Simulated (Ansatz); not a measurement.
# BAs: the cost of one run

Program: Ansatz 0.2.0. Level of theory: DFT LDA, scalar-relativistic. These are calculated values, not measurements.

## (1) The system as given

It takes space group F-43m (No. 216, cubic). The conventional cell has a = 4.777 Å, b = 4.777 Å, c = 4.777 Å, α = 90.00°, β = 90.00°, γ = 90.00°. B (site symmetry -43m) has 4 As at 2.07 Å as nearest neighbours. As (site symmetry -43m) is surrounded by 4 B at 2.07 Å.

As a file:

```cif
data_structure
_symmetry_space_group_name_H-M 'F-43m'
_symmetry_Int_Tables_number 216
_cell_length_a 4.7770
_cell_length_b 4.7770
_cell_length_c 4.7770
_cell_angle_alpha 90.000
_cell_angle_beta 90.000
_cell_angle_gamma 90.000
_cell_volume 109.01
loop_
_atom_site_label
_atom_site_type_symbol
_atom_site_symmetry_multiplicity
_atom_site_Wyckoff_symbol
_atom_site_fract_x
_atom_site_fract_y
_atom_site_fract_z
_atom_site_occupancy
B1 B 4 a 0.00000 0.00000 0.00000 1
As1 As 4 c 0.25000 0.25000 0.25000 1
```

The file gives the conventional cell by its symmetry; the runs use the cell typed in the input.

Atoms are numbered in the order of the input: B1, As2.

## (2) After the deformation

Space group F-43m before, I-4m2 after.

## (3) LAPW, all electrons

Contents of input.yaml:

```yaml
crystal:
  lattice:
    - [0.0, 2.364615, 2.3885]
    - [2.364615, 0.0, 2.3885]
    - [2.364615, 2.364615, 0.0]
  atoms:
    - { symbol: B, position: [0.0, 0.0, 0.0] }
    - { symbol: As, position: [0.75, 0.75, 0.75] }
kpoints:
  mp_grid: { grid: [15, 15, 15] }
  band_path:
    path:
      - [0.0, 0.0, 0.0]
      - [0.5, 0.0, 0.5]
      - [0.75, 0.25, 0.5]
      - [0.5, 0.5, 0.5]
      - [0.0, 0.0, 0.0]
      - [0.5, 0.5, 0.0]
      - [0.6274875, 0.6274875, 0.254975]
      - [0.3725125, 0.3725125, 0.745025]
      - [0.0, 0.0, 0.0]
    npoints: 5
scf:
  occupations: { method: fermi_dirac, width: 0.03 }
hamiltonian:
  xc: lda
  pseudopotentials: { kind: all_electron, lapw: { basis_error: 0.00025 } }
output:
  forces: true
  stress: true
  eigenvalues: true
```

Run with:

```bash
ansatz run input.yaml --threads 1 --pin off --max-ram 3072MiB --backend cpu --events-out ev --progress --plain --runs-dir out
```

Q: Estimate wall time and peak memory on 1 thread of Arm Neoverse V2, shared host.

About 75 s, with a peak of 0.69 GiB.
